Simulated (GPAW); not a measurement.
# ZrC (P6_3/mmc) in GPAW: a series of runs

Runs on ZrC. Level: PBEsol+U. Tasks: band structure.

Everything below comes from runs of GPAW 26.7.0. Logs are shortened: lines on timing, memory, paths and dates and some standing lists are left out, and cuts for length are marked. The log counts tension as positive stress, the text compression.

## (1) The crystal as given

It takes space group P6_3/mmc (No. 194, hexagonal). Conventional cell: a = 3.391 Å, b = 3.391 Å, c = 5.290 Å, α = 90.00°, β = 90.00°, γ = 120.00°. Zr (site symmetry -6m2) has 6 C at 2.36 Å as nearest neighbours. C (site symmetry -3m) is surrounded by 6 Zr at 2.36 Å and 2 C at 2.65 Å.

The cell comes from a database or a generator and needn't be the stable form of this composition.

## (2) Band structure, PBEsol+U

Contents of run.py:

```python
from ase import Atoms
from ase.dft.bandgap import bandgap
from ase.io import write
from ase.units import GPa
from gpaw import GPAW, PW, setup_paths

setup_paths.insert(0, '.')

atoms = Atoms(['Zr', 'Zr', 'C', 'C'],
              cell=[[3.3914762718, 0.0, 0.0],
                    [-1.6957381359, 2.9371046077, 0.0],
                    [0.0, 0.0, 5.290053]],
              scaled_positions=[[0.6666666667, 0.3333333333, 0.75],
                                [0.3333333333, 0.6666666667, 0.25],
                                [0.0, 0.0, 0.5],
                                [0.0, 0.0, 0.0]],
              pbc=True)

calc = GPAW(mode=PW(800),
            xc='PBEsol',
            kpts={'size': (7, 7, 4), 'gamma': True},
            occupations={'name': 'fermi-dirac', 'width': 0.05},
            setups={'Zr': ':d,3.0'},
            nbands=31,
            convergence={'density': 1e-05, 'energy': 1e-05},
            maxiter=150,
            txt='gpaw.txt')
atoms.calc = calc
energy = atoms.get_potential_energy()
forces = atoms.get_forces()
stress = atoms.get_stress()
calc.write('gs.gpw')
write('result.traj', atoms)
print(f'Energy: {energy:.6f} eV')
print('Forces (eV/A):')
print(forces.round(4))
print('Stress (GPa):', (stress / GPa).round(3))
print('Fermi level:', round(calc.get_fermi_level(), 4), 'eV')
print(f'Gap: {bandgap(calc)[0]:.4f} eV, direct: {bandgap(calc, direct=True)[0]:.4f} eV')

path = atoms.cell.bandpath('GMKGALHA,LM,KH', npoints=60, eps=1e-4)
bs_calc = calc.fixed_density(kpts=path, symmetry='off', nbands=46,
                             convergence={'bands': 'CBM+6.0', 'eigenstates': 1e-6}, txt='bands.txt')
bs = bs_calc.band_structure()
bs.write('bs.json')
print(f'Gap on the path: {bandgap(bs_calc)[0]:.4f} eV')
```

Potentials or basis: PAW data sets generated in the run's folder for this functional, pw.

Started as:

```bash
gpaw-setup -f PBEsol C Zr
OMP_NUM_THREADS=1 python run.py
```

gpaw.txt:

```text
__  _  _
 | _ |_)|_||  |
 |__||  | ||/\| - 26.7.0

Input parameters:
  mode=PW(ecut=800.0),
  convergence={'density': 1e-05, 'energy': 1e-05},
  kpts=MonkhorstPack(size=(7, 7, 4), gamma=True),
  maxiter=150,
  nbands=31,
  occupations=Occupations(name='fermi-dirac', width=0.05),
  setups={'Zr': ':d,3.0'},
  xc=XC(name='PBEsol')

Diagonalizing LCAO Hamiltonian
Converting LCAO to pw mode

            Zr

       C Zr

       C

Atoms  # Å, Bohr magnetons
|   | symbol |         x |        y |        z |    initial magnetic moments |
|---|--------|-----------|----------|----------|-----------------------------|
| 0 |     Zr |  1.695738 | 0.979035 | 3.967540 | ( 0.0000,  0.0000,  0.0000) |
| 1 |     Zr | -0.000000 | 1.958070 | 1.322513 | ( 0.0000,  0.0000,  0.0000) |
| 2 |      C |  0.000000 | 0.000000 | 2.645027 | ( 0.0000,  0.0000,  0.0000) |
| 3 |      C |  0.000000 | 0.000000 | 0.000000 | ( 0.0000,  0.0000,  0.0000) |

Unit cell  # Å
| periodic |         x |        y |        z |  lengths |     angles |
|----------|-----------|----------|----------|----------|------------|
|      yes |  3.391476 | 0.000000 | 0.000000 | 3.391476 |  90.000000 |
|      yes | -1.695738 | 2.937105 | 0.000000 | 3.391476 |  90.000000 |
|      yes |  0.000000 | 0.000000 | 5.290053 | 5.290053 | 120.000000 |

Number of symmetries: 12
Symmetry operations  # r_c * U_cc + t_c -> r_c
|    | kind |            matrix            |
|----|------|------------------------------|
|  0 |  σ   |  1, 1, 0,  0,-1, 0,  0, 0, 1 |
|  1 |  S6  |  1, 1, 0, -1, 0, 0,  0, 0,-1 |
|  2 |  E   |  1, 0, 0,  0, 1, 0,  0, 0, 1 |
|  3 |  C2  |  1, 0, 0, -1,-1, 0,  0, 0,-1 |
|  4 |  C2  |  0, 1, 0,  1, 0, 0,  0, 0,-1 |
|  5 |  C3  |  0, 1, 0, -1,-1, 0,  0, 0, 1 |
|  6 |  S6  |  0,-1, 0,  1, 1, 0,  0, 0,-1 |
|  7 |  σ   |  0,-1, 0, -1, 0, 0,  0, 0, 1 |
|  8 |  σ   | -1, 0, 0,  1, 1, 0,  0, 0, 1 |
|  9 |  i   | -1, 0, 0,  0,-1, 0,  0, 0,-1 |
| 10 |  C3  | -1,-1, 0,  1, 0, 0,  0, 0, 1 |
| 11 |  C2  | -1,-1, 0,  0, 1, 0,  0, 0,-1 |

BZ-sampling:
  Number of BZ points: 196
  Number of IBZ points: 28

  Monkhorst-Pack size: [7, 7, 4]
  Monkhorst-Pack shift: [0.0, 0.0, 0.125]

K-points  # in reciprocal-cell coordinates
|     |                                coordinates |     weight |
|-----|--------------------------------------------|------------|
|   0 | (  0.00000000,   0.00000000,   0.00000000) | 0.00510204 |
|   1 | (  0.00000000,   0.00000000,   0.25000000) | 0.01020408 |
|   2 | (  0.00000000,   0.00000000,   0.50000000) | 0.00510204 |
|   3 | (  0.14285714,   0.00000000,  -0.25000000) | 0.03061224 |
|   4 | (  0.14285714,   0.00000000,   0.00000000) | 0.03061224 |
|   5 | (  0.14285714,   0.00000000,   0.25000000) | 0.03061224 |
|   6 | (  0.14285714,   0.00000000,   0.50000000) | 0.03061224 |
|   7 | (  0.28571429,  -0.14285714,   0.00000000) | 0.03061224 |
|   8 | (  0.28571429,  -0.14285714,   0.25000000) | 0.06122449 |
|   9 | (  0.28571429,  -0.14285714,   0.50000000) | 0.03061224 |
| ... |                                            |            |
|  27 | (  0.42857143,   0.42857143,   0.50000000) | 0.03061224 |

Plane wave coefficients: 2726
Cutoff: 800.0 eV

Spin-components: 1 (collinear spins)
Bands:           31
Projectors:      22
Spin-degeneracy: 2
Datatype:        complex128

Parallelization:
  kpt:    1
  domain: 1
  band:   1

Density:
  Valence electrons: 32.0
  Components: 1
  Grid points: [24 24 35]
  Charge: 0.0  # |e|

Potential:
  Grid points: [24 24 35]

species:
  Zr:
    name:    Zirconium
    Z:       40.0
    valence: 12
    core:    28
    charge:  0.0  # [|e|]
    Hubbard: {U: 3.0,  # eV
              l: 2,
              scale: True}
    compensation charges:
      type: gauss
      rc: 0.40  # [Å]
      lmax: 2
    cutoffs:
      filter: 2.39  # [Å]
      core: 1.59  # [Å]
    projectors
    | kind |    occ | energy [eV] | rcut [Å] |
    |------|--------|-------------|----------|
    |   4s |  2.000 |     -54.429 |    1.323 |
    |   5s |  2.000 |      -4.463 |    1.323 |
    |   4p |  6.000 |     -32.434 |    1.334 |
    |   5p |  0.000 |      -1.454 |    1.334 |
    |   4d |  2.000 |      -3.613 |    1.244 |
    |    d |        |      23.598 |    1.244 |

    Using partial waves for Zr as LCAO basis

  C:
    name:    Carbon
    Z:       6.0
    valence: 4
    core:    2
    charge:  0.0  # [|e|]
    compensation charges:
      type: gauss
      rc: 0.20  # [Å]
      lmax: 2
    cutoffs:
      filter: 1.14  # [Å]
      core: 1.14  # [Å]
    projectors
    | kind |    occ | energy [eV] | rcut [Å] |
    |------|--------|-------------|----------|
    |   2s |  2.000 |     -13.648 |    0.635 |
    |   2p |  2.000 |      -5.232 |    0.635 |
    |    s |        |      13.563 |    0.635 |
    |    p |        |      21.979 |    0.635 |
    |    d |        |       0.000 |    0.635 |

    Using partial waves for C as LCAO basis

Reference energy: -197721.625692  # eV

eigensolver:
  PPCG
  Converge bands: occupied
  niter=2

density mixing:
  MSR1-Mixer
  Pratt-step length: 0.05
  Maximum mixing coefficient: 0.75
  Old densities: 10
  SVD Regularization: 0.005
  Good broyden scale: 1.0
  Trust region scale: 1.0
  Backstep threshold: 4.0
  History deletion threshold: 6.0
  Fourier metric: weight=20.0, sigma=0.015

occupation numbers:
  Fermi-Dirac:
    width: 0.0500  # eV

poisson solver:
  ecut: 6400.0  # eV

xc functional:
  name: PBEsol with 2 nearest neighbor stencil

convergence criteria:
- Maximum integral of absolute [dens]ity change: 1e-05 electrons / valence electron
- Maximum [total energy] change in last 3 cyles: 1e-05 eV / valence electron
- Maximum integral of absolute [eigenst]ate change: 4e-08 eV^2 / valence electron
maximum number of iterations: 150

SCF iterations
|iter     | |      energy | eigst |  dens |
|---------|-|-------------|-------|-------|
|iter:   1| |  -37.813237 | +0.19 |       |
|iter:   2| |  -36.330103 | -1.33 | -0.77 |
|iter:   3| |  -33.378954 | -0.82 | -0.86 |
|iter:   4| |  -33.357685 | -2.37 | -1.52 |
|iter:   5| |  -33.367357 | -2.85 | -1.76 |
|iter:   6| |  -33.368396 | -3.96 | -2.55 |
|iter:   7| |  -33.368467 | -5.40 | -3.32 |
|iter:   8| |  -33.368484c| -6.59 | -3.77 |
|iter:   9| |  -33.368483c| -7.14 | -4.09 |
|iter:  10| |  -33.368482c| -7.49c| -4.66 |
|iter:  11| |  -33.368482c| -8.20c| -5.19c|

Converged in 11 steps
Energy contributions relative to reference atoms: (reference = -197721.625692)

Energy contributions:
  Kinetic:          14.781358
  Coulomb:         -20.145634
  Zero:              0.797479
  External:          0.000000
  Xc:              -28.799710
  Entropy:          -0.003952
  Spinorbit:         0.000000
  ----------------------------
  Free energy:     -33.370459
  Extrapolated:    -33.368482

dipole moment: (-6.748882, -11.689407, -10.526961)  # |e|*Ang

Fermi level: 11.047
Eigenvalues  # (at kpt = [0.000, 0.000, 0.000])
| band index |      eig [eV] | occ [0-2] |
|------------|---------------|-----------|
|          0 |       -38.231 |     2.000 |
|        ... |               |           |
|          7 |       -15.891 |     2.000 |
|          8 |        -1.110 |     2.000 |
|          9 |         2.627 |     2.000 |
|         10 |         4.878 |     2.000 |
|         11 |         8.159 |     2.000 |
|         12 |         8.159 |     2.000 |
[... 8 lines left out ...]
|         21 |        14.260 |     0.000 |
|         22 |        14.965 |     0.000 |
|        ... |               |           |
|         30 |        24.122 |     0.000 |

No gap
No difference between direct/indirect transitions

Forces  # eV/Ang
|        x |        y |        z |
|----------|----------|----------|
| -0.00000 | -0.00000 |  0.00001 |  # Zr   0
|  0.00000 |  0.00000 | -0.00001 |  # Zr   1
|  0.00000 |  0.00000 |  0.00000 |  # C    2
| -0.00000 |  0.00000 |  0.00000 |  # C    3

Stress tensor  # eV/Ang^3
|        x |        y |         z |
|----------|----------|-----------|
| 0.018412 | 0.000000 |  0.000000 |
| 0.000000 | 0.018412 |  0.000000 |
| 0.000000 | 0.000000 | -0.015337 |

# Writing to gs.gpw (mode='')
```

stdout:

```text
Energy: -33.368482 eV
Forces (eV/A):
[[-0. -0.  0.]
 [ 0.  0. -0.]
 [ 0.  0.  0.]
 [-0.  0.  0.]]
Stress (GPa): [ 2.95   2.95  -2.457  0.     0.     0.   ]
Fermi level: 11.0472 eV
Gap: 0.0000 eV, direct: 0.0000 eV
Gap on the path: 0.0000 eV
```

bands.txt:

```text
Diagonalizing LCAO Hamiltonian
Converting LCAO to pw mode
convergence criteria:
- Maximum integral of absolute [eigenst]ate change: 1e-06 eV^2 / valence electron
maximum number of iterations: 150

SCF iterations
|iter     | |      energy | eigst |  dens |
[... 66 lines left out ...]
         [0.5       , 0.        , 0.3       ],
         [0.5       , 0.        , 0.2       ],
         [0.5       , 0.        , 0.1       ],
         [0.5       , 0.        , 0.        ],
         [0.33333333, 0.33333333, 0.        ],
         [0.33333333, 0.33333333, 0.125     ],
         [0.33333333, 0.33333333, 0.25      ],
         [0.33333333, 0.33333333, 0.375     ],
         [0.33333333, 0.33333333, 0.5       ]])),
  maxiter=150,
  nbands=46,
  occupations=Occupations(name='fermi-dirac', width=0.05),
  setups={'Zr': ':d,3.0'},
  symmetry=Symmetry(point_group=False, time_reversal=False),
  xc=XC(name='PBEsol')
```

It took 1.9 min on 1 thread of Arm Neoverse V2, shared host; peak memory 0.42 GiB.

Results:

| Item | Value |
| --- | --- |
| Free energy | -33.3705 eV |
| Pressure | -1.1 GPa |
| Band gap along the path | none (metal or under the smearing width) |

Levels at the corners of the path, in eV from the Fermi level:
```tsv
point	band 12	band 13	band 14	band 15	band 16	band 17	band 18	band 19	band 20	band 21
Γ	-2.89	-2.89	-1.24	-1.24	1.12	1.41	1.41	1.71	1.71	2.09
M	-3.76	-3.30	-3.11	-1.61	-1.08	1.32	4.10	4.14	4.58	4.94
K	-3.78	-3.78	-3.37	-3.37	0.48	1.04	1.04	4.71	4.71	5.18
Γ	-2.89	-2.89	-1.24	-1.24	1.12	1.41	1.41	1.71	1.71	2.09
A	-2.86	-2.50	-2.50	-2.50	-2.50	3.60	3.60	3.60	3.60	4.04
L	-3.97	-2.82	-2.82	-2.29	-2.29	1.23	1.23	4.34	4.34	5.03
H	-4.67	-2.31	-2.31	-2.27	-2.27	1.78	1.78	3.25	3.25	6.47
A	-2.86	-2.50	-2.50	-2.50	-2.50	3.60	3.60	3.60	3.60	4.04
L	-3.97	-2.82	-2.82	-2.29	-2.29	1.23	1.23	4.34	4.34	5.03
M	-3.76	-3.30	-3.11	-1.61	-1.08	1.32	4.10	4.14	4.58	4.94
K	-3.78	-3.78	-3.37	-3.37	0.48	1.04	1.04	4.71	4.71	5.18
H	-4.67	-2.31	-2.31	-2.27	-2.27	1.78	1.78	3.25	3.25	6.47
```

Caveat: U without spin polarisation on a metal has little footing; the U is typed as a test and isn't derived for this compound.

## (3) Band structure, PBEsol+U

Changes to run.py since step 2:

```diff
@@ -22,3 +22,3 @@
             occupations={'name': 'fermi-dirac', 'width': 0.05},
-            setups={'Zr': ':d,3.0'},
+            setups={'Zr': ':d,4.0'},
             nbands=31,
```

Potentials or basis: PAW data sets generated in the run's folder for this functional, pw.

Started as:

```bash
gpaw-setup -f PBEsol C Zr
OMP_NUM_THREADS=1 python run.py
```

Wall time 1.9 min (1 thread of Arm Neoverse V2, shared host); peak memory 0.42 GiB.

The run converged. Its results:

| Property | Result |
| --- | --- |
| Free energy | -31.8197 eV |
| Pressure | 1.6 GPa |
| Band gap along the path | none (metal or under the smearing width) |

Stress tensor (GPa, compression positive):
```
-0.40  0.00  0.00
 0.00 -0.40  0.00
 0.00  0.00  5.75
```

Levels at the corners of the path, in eV from the Fermi level:
```
point  band 12  band 13  band 14  band 15  band 16  band 17  band 18  band 19  band 20  band 21
    Γ    -2.92    -2.92    -1.30    -1.30     1.18     1.48     1.48     1.75     1.75     1.99
    M    -3.87    -3.34    -3.21    -1.65    -1.18     1.25     4.09     4.10     4.74     5.04
    K    -3.92    -3.92    -3.45    -3.45     0.46     1.03     1.03     4.88     4.88     5.29
    Γ    -2.92    -2.92    -1.30    -1.30     1.18     1.48     1.48     1.75     1.75     1.99
    A    -2.93    -2.53    -2.53    -2.53    -2.53     3.69     3.69     3.69     3.69     4.07
    L    -4.11    -2.85    -2.85    -2.36    -2.36     1.15     1.15     4.47     4.47     5.15
    H    -4.76    -2.42    -2.42    -2.36    -2.36     1.79     1.79     3.33     3.33     6.50
    A    -2.93    -2.53    -2.53    -2.53    -2.53     3.69     3.69     3.69     3.69     4.07
    L    -4.11    -2.85    -2.85    -2.36    -2.36     1.15     1.15     4.47     4.47     5.15
    M    -3.87    -3.34    -3.21    -1.65    -1.18     1.25     4.09     4.10     4.74     5.04
    K    -3.92    -3.92    -3.45    -3.45     0.46     1.03     1.03     4.88     4.88     5.29
    H    -4.76    -2.42    -2.42    -2.36    -2.36     1.79     1.79     3.33     3.33     6.50
```

Caveat: U without spin polarisation on a metal has little footing; the U is typed as a test and isn't derived for this compound.

## (4) Band structure, PBEsol+U

Changes to run.py since step 3:

```diff
@@ -22,3 +22,3 @@
             occupations={'name': 'fermi-dirac', 'width': 0.05},
-            setups={'Zr': ':d,4.0'},
+            setups={'Zr': ':d,6.0'},
             nbands=31,
```

Started as:

```bash
gpaw-setup -f PBEsol C Zr
OMP_NUM_THREADS=1 python run.py
```

Wall time 1.9 min (1 thread of Arm Neoverse V2, shared host); peak memory 0.42 GiB.

It converged, with:

| Item | Value |
| --- | --- |
| Free energy | -28.8608 eV |
| Pressure | 7.6 GPa |
| Band gap along the path | none (metal or under the smearing width) |

Stress tensor (GPa, compression positive):
```
 5.00  0.00  0.00
 0.00  5.00  0.00
 0.00  0.00 12.86
```

Levels at the corners of the path, in eV from the Fermi level:
```tsv
point	band 12	band 13	band 14	band 15	band 16	band 17	band 18	band 19	band 20	band 21
Γ	-2.97	-2.97	-1.41	-1.41	1.29	1.66	1.66	1.80	1.86	1.86
M	-4.08	-3.41	-3.40	-1.72	-1.40	1.12	4.04	4.09	5.10	5.30
K	-4.21	-4.21	-3.60	-3.60	0.42	1.04	1.04	5.25	5.25	5.44
Γ	-2.97	-2.97	-1.41	-1.41	1.29	1.66	1.66	1.80	1.86	1.86
A	-3.05	-2.58	-2.58	-2.58	-2.58	3.91	3.91	3.91	3.91	3.95
L	-4.40	-2.90	-2.90	-2.48	-2.48	0.99	0.99	4.77	4.77	5.43
H	-4.94	-2.73	-2.73	-2.44	-2.44	1.84	1.84	3.50	3.50	6.59
A	-3.05	-2.58	-2.58	-2.58	-2.58	3.91	3.91	3.91	3.91	3.95
L	-4.40	-2.90	-2.90	-2.48	-2.48	0.99	0.99	4.77	4.77	5.43
M	-4.08	-3.41	-3.40	-1.72	-1.40	1.12	4.04	4.09	5.10	5.30
K	-4.21	-4.21	-3.60	-3.60	0.42	1.04	1.04	5.25	5.25	5.44
H	-4.94	-2.73	-2.73	-2.44	-2.44	1.84	1.84	3.50	3.50	6.59
```

Caveat: U without spin polarisation on a metal has little footing; the U is typed as a test and isn't derived for this compound.

## (5) Band structure, PBEsol+U

Changes to run.py since step 4:

```diff
@@ -22,3 +22,3 @@
             occupations={'name': 'fermi-dirac', 'width': 0.05},
-            setups={'Zr': ':d,6.0'},
+            setups={'Zr': ':d,8.0'},
             nbands=31,
```

Started as:

```bash
gpaw-setup -f PBEsol C Zr
OMP_NUM_THREADS=1 python run.py
```

Wall time 2 min (1 thread of Arm Neoverse V2, shared host); peak memory 0.42 GiB.

Results (log left out):

| Property | Result |
| --- | --- |
| Free energy | -26.1029 eV |
| Pressure | 14.1 GPa |
| Band gap along the path | none (metal or under the smearing width) |

Stress tensor (GPa, compression positive):
```
10.83  0.00  0.00
 0.00 10.83  0.00
 0.00  0.00 20.69
```

Levels at the corners of the path, in eV from the Fermi level:
```csv
point,band 12,band 13,band 14,band 15,band 16,band 17,band 18,band 19,band 20,band 21
Γ,-3.01,-3.01,-1.50,-1.50,1.35,1.62,1.87,1.87,2.04,2.04
M,-4.28,-3.58,-3.44,-1.78,-1.61,1.01,4.00,4.10,5.50,5.65
K,-4.50,-4.44,-3.73,-3.73,0.40,1.04,1.04,5.62,5.67,5.67
Γ,-3.01,-3.01,-1.50,-1.50,1.35,1.62,1.87,1.87,2.04,2.04
A,-3.18,-2.61,-2.61,-2.61,-2.61,3.62,3.62,4.18,4.18,4.18
L,-4.69,-2.93,-2.93,-2.59,-2.59,0.84,0.84,5.13,5.13,5.73
H,-5.10,-3.03,-3.03,-2.51,-2.51,1.89,1.89,3.68,3.68,6.73
A,-3.18,-2.61,-2.61,-2.61,-2.61,3.62,3.62,4.18,4.18,4.18
L,-4.69,-2.93,-2.93,-2.59,-2.59,0.84,0.84,5.13,5.13,5.73
M,-4.28,-3.58,-3.44,-1.78,-1.61,1.01,4.00,4.10,5.50,5.65
K,-4.50,-4.44,-3.73,-3.73,0.40,1.04,1.04,5.62,5.67,5.67
H,-5.10,-3.03,-3.03,-2.51,-2.51,1.89,1.89,3.68,3.68,6.73
```

Caveat: U without spin polarisation on a metal has little footing; the U is typed as a test and isn't derived for this compound.

## (6) Summary

```csv
U,pressure (GPa)
Zr d U = 3 eV,-1.1
Zr d U = 4 eV,1.6
Zr d U = 6 eV,7.6
Zr d U = 8 eV,14.1
```

Alike in all rows: task band structure; level PBEsol+U; potentials or basis PAW data sets generated in the run's folder for this functional, pw; no spin polarisation; cell as given; k mesh 7 × 7 × 4; cutoff (eV) 800; smearing fermi-dirac 0.05 eV.

Caveats: U without spin polarisation on a metal has little footing; the U is typed as a test and isn't derived for this compound.

Total energies depend on the potentials used, so only differences within one code and one set of settings carry meaning.
